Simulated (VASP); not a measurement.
# TePb (Fm-3m) in VASP: settings compared

Aim: see how the results for TePb move with the level of theory and the settings. Levels: r2SCAN, LDA. Tasks: single point.

Everything below comes from runs of VASP 6.6.1. Logs are shortened: lines on timing, memory, paths and dates and some standing lists are left out, and cuts for length are marked.

**What was measured.**

A printed reference work, monograph reports, for a bulk crystal of TePb at 4.2 K: band gap 0.19 eV (direct).

The results are compared with them further down.

## Step 1: The cell of the first run

It takes space group Fm-3m (No. 225, cubic). The conventional cell has a = 6.536 Å, b = 6.536 Å, c = 6.536 Å, α = 90.00°, β = 90.00°, γ = 90.00°. Te (site symmetry m-3m) has 6 Pb at 3.27 Å within 4.3 Å. Within 4.3 Å of Pb (site symmetry m-3m) lie 6 Te at 3.27 Å.

## Step 2: Single point, r2SCAN

The input, POSCAR:

```
TePb
1.0
    0.0000000000      3.2678555452      3.2678555452
    3.2678555452      0.0000000000      3.2678555452
    3.2678555452      3.2678555452      0.0000000000
Te Pb
1 1
Direct
    0.5000000000      0.5000000000      0.5000000000
    0.0000000000      0.0000000000      0.0000000000
```

The input, INCAR.step1:

```
  PREC = Accurate
  ENCUT = 520
  ISMEAR = -1
  SIGMA = 0.02
  LREAL = F
  LASPH = T
  NELM = 60
  NBANDS = 17
  GGA = PE
  ALGO = Normal
  EDIFF = 1E-4
  LWAVE = T
  LCHARG = F
```

The input, INCAR.step2:

```
  PREC = Accurate
  ENCUT = 520
  EDIFF = 1E-7
  ISMEAR = -1
  SIGMA = 0.02
  LREAL = F
  LASPH = T
  NELM = 60
  ALGO = Normal
  ISIF = 2
  LWAVE = F
  LCHARG = F
  METAGGA = R2SCAN
  LMIXTAU = T
  NBANDS = 17
  ISTART = 1
```

The input, KPOINTS:

```
Automatic mesh
0
Gamma
  6 6 6
```

Potentials or basis: VASP PAW PBE potentials, release 64 (Te, Pb_d).

Command:

```console
> cat potpaw_PBE.64/Te/POTCAR potpaw_PBE.64/Pb_d/POTCAR > POTCAR
> cp INCAR.step1 INCAR
> mpirun -np 1 vasp_std > vasp.out
> cp INCAR.step2 INCAR
> mpirun -np 1 vasp_std > vasp.out
```

OUTCAR:

```text
PREC = Accurate
   ENCUT = 520
   EDIFF = 1E-7
   ISMEAR = -1
   LREAL = F
   LASPH = T
   NELM = 60
   ISIF = 2
   METAGGA = R2SCAN
   ISTART = 1

 ion  position               nearest neighbor table
   1  0.500  0.500  0.500-   2 3.27   2 3.27   2 3.27   2 3.27   2 3.27   2 3.27
   2  0.000  0.000  0.000-   1 3.27   1 3.27   1 3.27   1 3.27   1 3.27   1 3.27

  LATTYP: Found a face centered cubic cell.
 ALAT       =     6.5357110904

  Lattice vectors:

 A1 = (   0.0000000000,   3.2678555452,   3.2678555452)
 A2 = (   3.2678555452,   0.0000000000,   3.2678555452)
 A3 = (   3.2678555452,   3.2678555452,   0.0000000000)

Analysis of symmetry for initial positions (statically):
=====================================================================
 Subroutine PRICEL returns:
 Original cell was already a primitive cell.

 Routine SETGRP: Setting up the symmetry group for a
 face centered cubic supercell.

 Subroutine GETGRP returns: Found 48 space group operations
 (whereof 48 operations were pure point group operations)
 out of a pool of 48 trial point group operations.

The static configuration has the point symmetry O_h .

Analysis of symmetry for dynamics (positions and initial velocities):
=====================================================================
 Subroutine PRICEL returns:
 Original cell was already a primitive cell.

 Routine SETGRP: Setting up the symmetry group for a
 face centered cubic supercell.

 Subroutine GETGRP returns: Found 48 space group operations
 (whereof 48 operations were pure point group operations)
 out of a pool of 48 trial point group operations.

The dynamic configuration has the point symmetry O_h .

 Subroutine INISYM returns: Found 48 space group operations
 (whereof 48 operations are pure point group operations),
 and found     1 'primitive' translations

----------------------------------------------------------------------------------------

                                     Primitive cell

  volume of cell :      69.7941

  direct lattice vectors                    reciprocal lattice vectors
     0.000000000  3.267855545  3.267855545    -0.153005539  0.153005539  0.153005539
     3.267855545  0.000000000  3.267855545     0.153005539 -0.153005539  0.153005539
     3.267855545  3.267855545  0.000000000     0.153005539  0.153005539 -0.153005539

  length of vectors
     4.621445632  4.621445632  4.621445632     0.265013368  0.265013368  0.265013368

  position of ions in fractional coordinates (direct lattice)
     0.500000000  0.500000000  0.500000000
     0.000000000  0.000000000  0.000000000

  ion indices of the primitive-cell ions
   primitive index   ion index
                 1           1
                 2           2

----------------------------------------------------------------------------------------

 KPOINTS: Automatic mesh

Automatic generation of k-mesh.
 Grid dimensions read from file:
 generate k-points for:    6    6    6

 Generating k-lattice:

  Cartesian coordinates                     Fractional coordinates (reciprocal lattice)
    -0.025500923  0.025500923  0.025500923     0.166666667  0.000000000  0.000000000
     0.025500923 -0.025500923  0.025500923     0.000000000  0.166666667  0.000000000
     0.025500923  0.025500923 -0.025500923     0.000000000  0.000000000  0.166666667

  Length of vectors
     0.044168895  0.044168895  0.044168895

  Shift w.r.t. Gamma in fractional coordinates (k-lattice)
     0.000000000  0.000000000  0.000000000

 Subroutine IBZKPT returns following result:
 ===========================================

 Found     16 irreducible k-points:

 Following reciprocal coordinates:
            Coordinates               Weight
  0.000000  0.000000  0.000000      1.000000
  0.166667  0.000000  0.000000      8.000000
  0.333333  0.000000  0.000000      8.000000
  0.500000  0.000000  0.000000      4.000000
  0.166667  0.166667  0.000000      6.000000
  0.333333  0.166667  0.000000     24.000000
[... 8 lines left out ...]
 -0.333333  0.333333  0.166667     24.000000
 -0.333333  0.500000  0.166667     12.000000
   k-points           NKPTS =     16   k-points in BZ     NKDIM =     16   number of bands    NBANDS=     17
   number of dos      NEDOS =    301   number of ions     NIONS =      2
   total plane-waves  NPLWV =  46656
   dimension x,y,z NGX =    36 NGY =   36 NGZ =   36
   dimension x,y,z NGXF=    72 NGYF=   72 NGZF=   72
   ions per type =               1   1
   NGX,Y,Z   is equivalent  to a cutoff of  12.95, 12.95, 12.95 a.u.
   NGXF,Y,Z  is equivalent  to a cutoff of  25.90, 25.90, 25.90 a.u.
 SYSTEM =  unknown system
   PREC   = accura    normal or accurate (medium, high low for compatibility)
   ISTART =      1    job   : 0-new  1-cont  2-samecut
   ICHARG =      0    charge: 1-file 2-atom 10-const
   ISPIN  =      1    spin polarized calculation?
   LNONCOLLINEAR =      F non collinear calculations
   LSORBIT =      F    spin-orbit coupling
   LASPH  =      T    aspherical Exc in radial PAW
   ENCUT  =  520.0 eV  38.22 Ry    6.18 a.u.   8.59  8.59  8.59*2*pi/ulx,y,z
   NELM   =     60;   NELMIN=  2; NELMDL=  0     # of ELM steps
   EDIFF  = 0.1E-06   stopping-criterion for ELM
   LREAL  =      F    real-space projection
   EDIFFG = 0.1E-05   stopping-criterion for IOM
   NSW    =      0    number of steps for IOM
   IBRION =     -1    ionic relax: 0-MD 1-quasi-New 2-CG
   NFREE  =      0    steps in history (QN), initial steepest desc. (CG)
   ISIF   =      2    stress and relaxation
   ISYM   =      2    0-nonsym 1-usesym 2-fastsym
   POTIM  = 0.5000    time-step for ionic-motion
   TEBEG  =    0.0;   TEEND  =   0.0 temperature during run
   PSTRESS=    0.0 pullay stress
   NELECT =      20.0000    total number of electrons
   NUPDOWN=      -1.0000    fix difference up-down
   EMIN   =  10.00;   EMAX   =-10.00  energy-range for DOS
   EFERMI =   0.00;   METHOD = LEGACY
   ISMEAR =    -1;   SIGMA  =   0.02  broadening in eV -4-tet -1-fermi 0-gaus
   EFERMI_NEDOS =   21; number of points for ismear=-14 and -15
   IALGO  =     38    algorithm
   IMIX   =      4    mixing-type and parameters
     AMIX     =   0.40;   BMIX     =  1.00
     AMIX_MAG =   1.60;   BMIX_MAG =  1.00
  volume/ion in A,a.u.               =      34.90       235.50
  Fermi-wavevector in a.u.,A,eV,Ry     =   1.079308  2.039596 15.849499  1.164905
  Thomas-Fermi vector in A             =   2.215269
   LORBIT       =      0    0 simple, 1 ext, 2 COOP (PROOUT), +10 PAW based schemes
   METAGGA = R2SCAN    functional components
   LHFCALC =     F    Hartree Fock is set to
   AEXX    =    0.0000 exact exchange contribution
   IVDW    =     0    specifies the selected vdW correction
   LEPSILON=     F    determine dielectric tensor
   LRPA    =     F    only Hartree local field effects (RPA)
 non-spin polarized calculation
  energy-cutoff  :      520.00
  volume of cell :       69.79
 maximum number of plane-waves:      1895
 NGX is ok and might be reduce to    36
   NGX = 17   NGY = 17   NGZ = 17

 number of electron      20.0000002 magnetization

 Free energy of the ion-electron system (eV)
  ---------------------------------------------------
  ext. energy  EPLUGINS =         0.00000000
  ---------------------------------------------------
  free energy    TOTEN  =       -82.70640391 eV

  energy without entropy =      -82.70640391  energy(sigma->0) =      -82.70640391

 E-fermi :   5.5200     XC(G=0):  -9.6528

 val. band max:        5.0666695486   @ k =   0.5000   0.0000   0.0000
 cond. band min:       6.1599624618   @ k =   0.5000   0.0000   0.0000
 fundamental gap:      1.0932929132
 Fermi energy:         5.5200405811

 k-point     1 :       0.0000    0.0000    0.0000
  band No.  band energies     occupation
      1     -12.2491      2.00000
      2     -12.2491      2.00000
      3     -12.2400      2.00000
      4     -12.2400      2.00000
      5     -12.2400      2.00000
      6      -7.1537      2.00000
[... 9 lines left out ...]
     16      11.3342      0.00000
     17      13.0066      0.00000

 k-point     2 :       0.1667    0.0000    0.0000
  band No.  band energies     occupation
      1     -12.2522      2.00000
      2     -12.2522      2.00000
      3     -12.2393      2.00000
      4     -12.2366      2.00000
      5     -12.2366      2.00000
      6      -6.9169      2.00000
[... 9 lines left out ...]
     16      11.8445      0.00000
     17      14.5733      0.00000

 k-point     3 :       0.3333    0.0000    0.0000
  band No.  band energies     occupation
      1     -12.2594      2.00000
      2     -12.2594      2.00000
      3     -12.2382      2.00000
      4     -12.2289      2.00000
      5     -12.2289      2.00000
      6      -6.2738      2.00000
[... 9 lines left out ...]
     16      13.2202      0.00000
     17      16.4869      0.00000

 k-point     4 :       0.5000    0.0000    0.0000
  band No.  band energies     occupation
      1     -12.2631      2.00000
      2     -12.2631      2.00000
      3     -12.2377      2.00000
      4     -12.2249      2.00000
      5     -12.2249      2.00000
      6      -5.7319      2.00000
[... 9 lines left out ...]
     16      14.7844      0.00000
     17      14.7844      0.00000
[... 183 lines left out ...]
      1     -12.2801      2.00000
      2     -12.2511      2.00000
      3     -12.2397      2.00000
      4     -12.2265      2.00000
      5     -12.2236      2.00000
      6      -5.8146      2.00000
[... 9 lines left out ...]
     16      14.6344      0.00000
     17      15.1547      0.00000

 k-point    15 :      -0.3333    0.3333    0.1667
  band No.  band energies     occupation
      1     -12.2831      2.00000
      2     -12.2539      2.00000
      3     -12.2336      2.00000
      4     -12.2315      2.00000
      5     -12.2204      2.00000
      6      -5.4458      2.00000
[... 9 lines left out ...]
     16      15.8135      0.00000
     17      16.1243      0.00000

 k-point    16 :      -0.3333    0.5000    0.1667
  band No.  band energies     occupation
      1     -12.2951      2.00000
      2     -12.2474      2.00000
      3     -12.2409      2.00000
      4     -12.2255      2.00000
      5     -12.2173      2.00000
      6      -5.3830      2.00000
[... 9 lines left out ...]
     16      16.2247      0.00000
     17      17.0916      0.00000

------------------------ aborting loop because EDIFF is reached ----------------------------------------

  FORCE on cell =-STRESS in cart. coord.  units (eV):
  Direction    XX          YY          ZZ          XY          YZ          ZX
  --------------------------------------------------------------------------------------
  -------------------------------------------------------------------------------------
  Total       -0.0069002     -0.0069002     -0.0069002      0.0000000      0.0000000      0.0000000
  in kB       -0.1584001     -0.1584001     -0.1584001      0.0000000      0.0000000      0.0000000
  external PRESSURE =      -0.1584001 kB  Pullay stress =       0.0000000 kB

 VOLUME and BASIS-vectors are now :
 -----------------------------------------------------------------------------
  energy-cutoff  :      520.00
  volume of cell :       69.79
      direct lattice vectors                 reciprocal lattice vectors
     0.000000000  3.267855545  3.267855545    -0.153005539  0.153005539  0.153005539
     3.267855545  0.000000000  3.267855545     0.153005539 -0.153005539  0.153005539
     3.267855545  3.267855545  0.000000000     0.153005539  0.153005539 -0.153005539

 POSITION                                       TOTAL-FORCE (eV/Angst)
 -----------------------------------------------------------------------------------
      3.26786      3.26786      3.26786         0.000000      0.000000      0.000000
      0.00000      0.00000      0.00000         0.000000      0.000000     -0.000000
 -----------------------------------------------------------------------------------
    total drift:                               -0.000000      0.000000      0.000000

  FREE ENERGIE OF THE ION-ELECTRON SYSTEM (eV)
  ---------------------------------------------------
  free  energy   TOTEN  =       -82.7064039067 eV

  energy  without entropy=      -82.7064039067  energy(sigma->0) =      -82.70640391
```

Wall time 44 s (1 thread of Intel Xeon 6975P-C (Granite Rapids), shared host); peak memory 0.21 GiB.

What came out:

| Property | Result |
| --- | --- |
| Free energy | -82.7064 eV |
| Pressure | 0.0 GPa |
| Band gap on the k mesh | 1.09 eV |

Levels at points of the mesh, in eV from the valence-band top:
```tsv
k point	band 8	band 9	band 10	band 11	band 12	band 13
(0.00, 0.00, 0.00)	-1.35	-1.35	-1.35	4.32	4.32	4.32
(0.50, 0.00, 0.00)	-0.90	-0.90	0.00	1.09	1.51	1.51
(0.50, 0.50, 0.00)	-4.41	-2.76	-2.76	3.74	5.71	5.71
```

Caveat: the PAW data sets were made with another functional, which shifts forces and pressure a little; spin-orbit coupling is left out, which moves the levels of the heavy elements.

## Step 3: Single point, LDA

The input, INCAR:

```
SYSTEM = TePb
PREC = Accurate
ENCUT = 520
EDIFF = 1E-7
ISMEAR = 0
SIGMA = 0.01
LREAL = .FALSE.
LASPH = .TRUE.
NELM = 60
ALGO = Normal
ISIF = 2
LWAVE = .FALSE.
LCHARG = .FALSE.
NBANDS = 17
```

The input, KPOINTS:

```
Automatic mesh
0
G
  8 8 8
  0 0 0
```

POSCAR is that of step 2.

Potentials or basis: VASP PAW LDA potentials, release 64 (Te, Pb_d).

Command:

```console
> cat potpaw_LDA.64/Te/POTCAR potpaw_LDA.64/Pb_d/POTCAR > POTCAR
> mpirun -np 1 vasp_std > vasp.out
```

Wall time 15 s (1 thread of Intel Xeon 6975P-C (Granite Rapids), shared host); peak memory 0.19 GiB.

Results (log left out):

| Quantity | Value |
| --- | --- |
| Free energy | -8.7295 eV |
| Pressure | -2.9 GPa |
| Band gap on the k mesh | 0.70 eV |

Levels at points of the mesh, in eV from the valence-band top:
```
           k point  band 8  band 9  band 10  band 11  band 12  band 13
(0.00, 0.00, 0.00)   -1.21   -1.21    -1.21     3.96     3.96     3.96
(0.50, 0.00, 0.00)   -0.76   -0.76     0.00     0.70     1.29     1.29
(0.50, 0.50, 0.00)   -4.25   -2.61    -2.61     3.40     5.27     5.27
```

Caveat: spin-orbit coupling is left out, which moves the levels of the heavy elements. A k mesh can miss the band edges.

## Step 4: Single point, r2SCAN

POSCAR is that of step 3.

The input, INCAR.step1:

```
ALGO = Normal
EDIFF = 1E-4
ENCUT = 520
GGA = PE
ISMEAR = 0
LASPH = True
LCHARG = False
LREAL = False
LWAVE = True
NBANDS = 17
NELM = 60
PREC = Accurate
SIGMA = 0.01
```

The input, INCAR.step2:

```
ALGO = Normal
EDIFF = 1E-6
ENCUT = 520
ISIF = 2
ISMEAR = 0
ISTART = 1
LASPH = True
LCHARG = True
LELF = True
LMIXTAU = True
LREAL = False
LVHAR = True
LWAVE = False
METAGGA = R2SCAN
NBANDS = 17
NELM = 60
PREC = Accurate
SIGMA = 0.01
```

The input, KPOINTS:

```
k-points
0
Gamma
  8 8 8
```

Potentials or basis: VASP PAW PBE potentials, release 64 (Te, Pb_d).

Command:

```console
> cat potpaw_PBE.64/Te/POTCAR potpaw_PBE.64/Pb_d/POTCAR > POTCAR
> cp INCAR.step1 INCAR
> mpirun -np 1 vasp_std > vasp.out
> cp INCAR.step2 INCAR
> mpirun -np 1 vasp_std > vasp.out
```

It took 60 s on 1 thread of Intel Xeon 6975P-C (Granite Rapids), shared host; peak memory 0.23 GiB.

Results (log left out):

```
Free energy            : -82.7061 eV
Pressure               : 0.0 GPa
Band gap on the k mesh : 1.09 eV
```

Levels at points of the mesh, in eV from the valence-band top:
| k point | band 8 | band 9 | band 10 | band 11 | band 12 | band 13 |
| --- | --- | --- | --- | --- | --- | --- |
| (0.00, 0.00, 0.00) | -1.35 | -1.35 | -1.35 | 4.32 | 4.32 | 4.32 |
| (0.50, 0.00, 0.00) | -0.90 | -0.90 | 0.00 | 1.09 | 1.51 | 1.51 |
| (0.50, 0.50, 0.00) | -4.41 | -2.76 | -2.76 | 3.74 | 5.71 | 5.71 |

Caveat: the PAW data sets were made with another functional, which shifts forces and pressure a little; spin-orbit coupling is left out, which moves the levels of the heavy elements.

## Step 5: The runs side by side

| level | potentials or basis | k mesh | smearing | gap on the mesh (eV) | pressure (GPa) |
| --- | --- | --- | --- | --- | --- |
| r2SCAN | VASP PAW PBE potentials, release 64 (Te, Pb_d) | 6 × 6 × 6 | fermi-dirac 0.02 eV | 1.09 | 0.0 |
| LDA | VASP PAW LDA potentials, release 64 (Te, Pb_d) | 8 × 8 × 8 | gaussian 0.01 eV | 0.70 | -2.9 |
| r2SCAN | VASP PAW PBE potentials, release 64 (Te, Pb_d) | 8 × 8 × 8 | gaussian 0.01 eV | 1.09 | 0.0 |

Alike in all rows: task single point; no spin polarisation; cell a = 4.621 Å, angles 60.0°, 2 atoms; cutoff (eV) 520.

Caveats: spin-orbit coupling is left out, which moves the levels of the heavy elements; the PAW data sets were made with another functional, which shifts forces and pressure a little (at least some runs).

Absolute energies hang on the potentials; compare differences alone.

## Step 6: How close it comes

Step 2. A measured gap of TePb is 0.19 eV (direct; 4.2 K; a printed reference work, monograph); the calculated 1.09 eV misses it by +0.90 eV. Spin-orbit coupling on Pb, Te is left out. The value is that of r2SCAN on a finite k mesh, which can miss the band edges, without temperature or zero-point motion.

Step 4. Against the measured gap of TePb, 0.19 eV (direct; 4.2 K; a printed reference work, monograph), the calculated 1.09 eV is off by +0.90 eV. Spin-orbit coupling on Pb, Te is left out. The value is that of r2SCAN on a finite k mesh, which can miss the band edges, without temperature or zero-point motion.
